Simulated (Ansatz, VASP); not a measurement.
# Pt in VASP and in Ansatz

The input INCAR:

```
SYSTEM = Pt
PREC = Accurate
ENCUT = 520
EDIFF = 1E-6
ISMEAR = 0
SIGMA = 0.15
LREAL = .FALSE.
LASPH = .TRUE.
NELM = 100
ALGO = Normal
ISIF = 2
LWAVE = .FALSE.
LCHARG = .FALSE.
GGA = PE
NBANDS = 11
```

KPOINTS

```
Automatic mesh
0
G
  10 10 10
  0 0 0
```

POSCAR

```
Pt
1.0
    0.0000000000      1.9799263750      1.9799263750
    1.9579000000      0.0220263750      1.9579000000
    1.9579000000      1.9579000000      0.0220263750
Pt
1
Direct
    0.0000000000      0.0000000000      0.0000000000
```

Input for Ansatz:

```yaml
crystal:
  lattice:
    - [0.0, 1.979926375, 1.979926375]
    - [1.9579, 0.022026375, 1.9579]
    - [1.9579, 1.9579, 0.022026375]
  atoms:
    - { symbol: Pt, position: [0.0, 0.0, 0.0] }
basis:
  ecutwfc: 420
kpoints:
  mp_grid: { grid: [10, 10, 10] }
hamiltonian:
  xc: pbe
scf:
  occupations: { method: gaussian, width: 0.15 }
output:
  forces: true
  stress: true
  eigenvalues: true
```

Change from the starting cell: strain +0.0225 x Voigt [0, 0, 0, 1, 0, 0], atoms carried along.

Alike in both runs: task single point; functional PBE; k mesh 10 × 10 × 10; occupations gaussian, width 0.15 eV; no spin polarisation.

|  | VASP | Ansatz |
| --- | --- | --- |
| version | VASP 6.6.1 | Ansatz 0.2.0 |
| potentials or method | VASP PAW PBE potentials, release 64 (Pt) | scalar-relativistic, plane waves, PAW |
| plane-wave cutoff (eV) | 520 | 420 |
| valence electrons in the cell | 10 | 18 |

|  | VASP | Ansatz | Ansatz less VASP |
| --- | --- | --- | --- |
| gap on the k mesh at the Fermi level (eV) | none | none | - |
| pressure (GPa) | 11.4 | 11.9 | +0.55 |
| largest component of the traceless stress (GPa) | 2.05 | 2.04 | -0.011 |

A gap of «none» marks a metal or a gap that the smearing closes. The two sets of potentials don't hold the same shells in valence.

Spin-orbit coupling is left out, which matters for the levels of Pt.
